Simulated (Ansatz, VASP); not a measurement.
## CaO in VASP and in Ansatz

The input INCAR:

```
PREC = Accurate ; ENCUT = 520
EDIFF = 1E-6 ; ISMEAR = 0
SIGMA = 0.05 ; LREAL = False
LASPH = True ; NELM = 100
ALGO = Normal ; ISIF = 2
LWAVE = False ; LCHARG = True
LELF = True ; LVHAR = True
NBANDS = 24
```

Contents of KPOINTS:

```
regular mesh
0
Gamma
  9 9 6
```

Contents of POSCAR:

```
CaO
1.0
    4.0119357036      0.0000000000      0.0000000000
   -2.0059678518      3.4571524753      0.0000000000
    0.0000000000      0.0000000000      4.7848400100
Ca O
2 2
Direct
    0.3333333333      0.6666666667      0.7500000000
    0.6666666667      0.3333333333      0.2500000000
    0.3333333333      0.6666666667      0.2500000000
    0.6666666667      0.3333333333      0.7500000000
```

Input for Ansatz:

```yaml
crystal:
  lattice:
    - [4.0119357036, 0.0, 0.0]
    - [-2.0059678518, 3.4571524753, 0.0]
    - [0.0, 0.0, 4.78484001]
  atoms:
    - { symbol: Ca, position: [0.3333333333, 0.6666666667, 0.75] }
    - { symbol: Ca, position: [0.6666666667, 0.3333333333, 0.25] }
    - { symbol: O, position: [0.3333333333, 0.6666666667, 0.25] }
    - { symbol: O, position: [0.6666666667, 0.3333333333, 0.75] }
basis:
  ecutwfc: 420
kpoints:
  mp_grid: { grid: [9, 9, 6] }
hamiltonian:
  xc: lda
scf:
  occupations: { method: gaussian, width: 0.05 }
output:
  forces: true
  stress: true
  eigenvalues: true
```

Change from the starting cell: strain +0.0050 x Voigt [1, 0, 0, 0, 0, 0], atoms carried along.

Alike in both runs: task single point; functional LDA; k mesh 9 × 9 × 6; occupations gaussian, width 0.05 eV; no spin polarisation.

|  | VASP | Ansatz |
| --- | --- | --- |
| version | VASP 6.6.1 | Ansatz 0.2.0 |
| potentials or method | VASP PAW LDA potentials, release 64 (Ca_sv, O) | scalar-relativistic, plane waves, PAW |
| plane-wave cutoff (eV) | 520 | 420 |
| valence electrons in the cell | 32 | 32 |

```tsv
	VASP	Ansatz	Ansatz less VASP
gap on the k mesh at the Fermi level (eV)	2.98	2.98	+0.007
least direct gap on the mesh (eV)	2.98	2.98	+0.007
pressure (GPa)	-5.5	-6.1	-0.61
largest component of the traceless stress (GPa)	0.36	0.37	+0.014
rms of the force components (eV/Å)	0.013	0.012	-0.0009
```

Atom by atom the forces differ by 0.001 eV/Å (rms over components).

Caveats: an odd mesh through Γ misses points on the zone boundary, where band edges often lie.
